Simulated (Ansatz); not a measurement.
# Si2W (I4/mmm): cell relaxations under several functionals from a Python script

A script is to give cell relaxations under several functionals; the system is Si2W (I4/mmm).

Computed with the Python package of Ansatz 0.2.0. The levels of theory stand in the script.

## Step 1: The system

Symmetry: I4/mmm, No. 139, tetragonal system. Conventional cell: a = 3.214 Å, b = 3.214 Å, c = 7.830 Å, α = 90.00°, β = 90.00°, γ = 90.00°. Around Si (site symmetry 4mm) lie 5 Si at 2.59 to 2.63 Å and 5 W at 2.62 Å. W (site symmetry 4/mmm) is surrounded by 10 Si at 2.62 Å.

No structure file is read: the coordinates are typed or built in the script.

## Step 2: The code

run_lattice.py

```python
from dataclasses import dataclass
import warnings

import ansatz as az
import numpy as np
from pymatgen.core import Lattice, Structure
from pymatgen.io.ase import AseAtomsAdaptor


@dataclass
class Settings:
    kmesh: tuple[int, ...] = (12, 12, 12)
    filling: str = 'Fermi-Dirac'
    scf_tol: float = 1e-08
    fmax: float = 0.01


cfg = Settings()

def edges_and_angles(cell):
    cell = np.asarray(cell)
    a, b, c = np.linalg.norm(cell, axis=1)
    cosines = cell[1] @ cell[2] / (b * c), cell[0] @ cell[2] / (a * c), cell[0] @ cell[1] / (a * b)
    return (a, b, c, *np.degrees(np.arccos(cosines)))

warnings.simplefilter('ignore', az.DeckWarning)

pmg_structure = Structure(
    Lattice([[-1.6069, 1.6069, 3.91495], [1.6069, -1.6069, 3.91495], [1.6069, 1.6069, -3.91495]]),
    ['Si', 'Si', 'W'],
    [
        [0.3347, 0.3347, 0.0],
        [0.6653, 0.6653, 0.0],
        [0.0, 0.0, 0.0],
    ],
)
structure = az.Crystal.from_ase(AseAtomsAdaptor.get_atoms(pmg_structure))

model = (
    structure.calculation()
    .kpoints(*cfg.kmesh)
    .occupations(cfg.filling)
    .scf(tolerance=cfg.scf_tol)
    .relax(cell=True, force_tolerance=cfg.fmax)
)

levels = [('pbesol', 'none'), ('r2scan', 'rvv10'), ('lda', 'none')]
print('level            a       b       c    alpha   beta  gamma  V/atom  steps')
for name, dispersion in levels:
    seen = []
    run = model.functional(name, dispersion=dispersion).session().plan()
    result = run.execute(on_event=lambda e: seen.append(e) if e['event'] == 'relax_step' else None)
    cell = result.lattice.cell_ang
    label = name if dispersion == 'none' else f'{name}+{dispersion}'
    print('{:13s} {:7.4f} {:7.4f} {:7.4f} {:6.2f} {:6.2f} {:6.2f}'.format(label, *edges_and_angles(cell)), f'{abs(np.linalg.det(cell)) / len(result.lattice.sites):7.3f} {len(seen):5d}')
```

## Step 3: Launch

The run is started by

```
$ python run_lattice.py
```

What it wrote:

```text
level            a       b       c    alpha   beta  gamma  V/atom  steps
pbesol         4.5176  4.5176  4.5176 138.48 138.48  60.16  13.362     5
r2scan+rvv10   4.5094  4.5094  4.5094 138.36 138.36  60.35  13.352     4
lda            4.4924  4.4924  4.4924 138.47 138.47  60.18  13.145     5
```

It took 2.1 min on 1 thread of Arm Neoverse V1, shared host; peak memory 0.91 GiB.

Lines on the test bed's own set-up are left out of the output.

## Step 4: The runs side by side

From the records of these 3 runs:

| run | functional | dispersion | energy (eV/atom) | final volume (Å³/atom) | pressure (GPa) | SCF cycles in all | CPU time (s) |
| --- | --- | --- | --- | --- | --- | --- | --- |
| 1 | pbesol | none | -3833.6335 | 13.36 | -0.01 | 21 | 23 |
| 2 | r2scan | rvv10 | -3890.9107 | 13.35 | -0.02 | 21 | 76 |
| 3 | lda | none | -3782.8219 | 13.15 | -0.02 | 23 | 25 |

Energies are free energies F = E - TS of the smeared occupations. Totals hang on method, basis and potentials, so only like runs compare.

## Step 5: Path of the relaxation of run 1

Relaxation path:

| step | energy from step 1 (eV/cell) | largest force component (eV/Å) | pressure (GPa) | volume (Å³) |
| --- | --- | --- | --- | --- |
| 1 | 0.0000 | 0.0191 | -1.93 | 40.44 |
| 2 | -0.0019 | 0.0279 | 0.81 | 39.95 |
| 3 | -0.0024 | 0.0105 | -0.01 | 40.09 |
| 4 | -0.0024 | 0.0041 | 0.00 | 40.09 |
| 5 | -0.0023 | 0.0041 | -0.01 | 40.09 |

Step 1 is the start. Step 5 repeats the geometry before it on a plane-wave basis chosen anew for that cell, so its energy need not be comparable with the rows above.

Lengths and angles in the start's conventional setting:

|  | before | after | change |
| --- | --- | --- | --- |
| a (Å) | 3.214 | 3.202 | -0.4 % |
| b (Å) | 3.214 | 3.202 | -0.4 % |
| c (Å) | 7.830 | 7.818 | -0.1 % |
| volume (Å³/atom) | 13.48 | 13.36 | -0.9 % |
| shortest distance (Å) | 2.589 | 2.588 | 0.0 % |
| space group (0.01 Å) | I4/mmm | I4/mmm | same |

The run keeps the 16 symmetry operations of the start, so it could not have lowered the symmetry.

## Step 6: How the relaxation of run 3 went

The steps of the relaxation:

```csv
step,energy from step 1 (eV/cell),largest force component (eV/Å),pressure (GPa),volume (Å³)
1,0.0000,0.0534,-5.71,40.44
2,-0.0153,0.0660,2.39,39.05
3,-0.0185,0.0127,-0.10,39.45
4,-0.0185,0.0052,-0.01,39.44
5,-0.0182,0.0052,-0.02,39.44
```

Step 1 is the start. Step 5 repeats the geometry before it on a plane-wave basis chosen anew for that cell, so its energy need not be comparable with the rows above.

Lengths and angles in the start's conventional setting:

|  | before | after | change |
| --- | --- | --- | --- |
| a (Å) | 3.214 | 3.185 | -0.9 % |
| b (Å) | 3.214 | 3.185 | -0.9 % |
| c (Å) | 7.830 | 7.774 | -0.7 % |
| volume (Å³/atom) | 13.48 | 13.15 | -2.5 % |
| shortest distance (Å) | 2.589 | 2.571 | -0.7 % |
| space group (0.01 Å) | I4/mmm | I4/mmm | same |

The run keeps the 16 symmetry operations of the start, so it could not have lowered the symmetry.

## Step 7: Results

| quantity | value |
| --- | --- |
| runs compared | 3 |
| relaxed volume | 13.15 (lda) to 13.36 Å³/atom (pbesol) |

**Reading.** From smallest to largest: LDA (13.15 Å³ an atom, -2.5 % against the start), r2SCAN+RVV10 (13.35 Å³ an atom, -0.9 % against the start) and PBEsol (13.36 Å³ an atom, -0.9 % against the start). The spread is 1.6 % in volume. In run 1, over 3 moves the cell shrank by 0.9 % in volume, and the space group stayed I4/mmm. In run 3, over 3 moves the cell shrank by 2.5 % in volume, and the space group stayed I4/mmm. Caveats:
- Spin is left out of this run.
- The program warned that this SCF threshold is loose for forces or stresses.
- Edges and angles that the script prints are those of the cell as typed, here a primitive one.
- Spin-orbit coupling, which matters for elements this heavy, is left out.
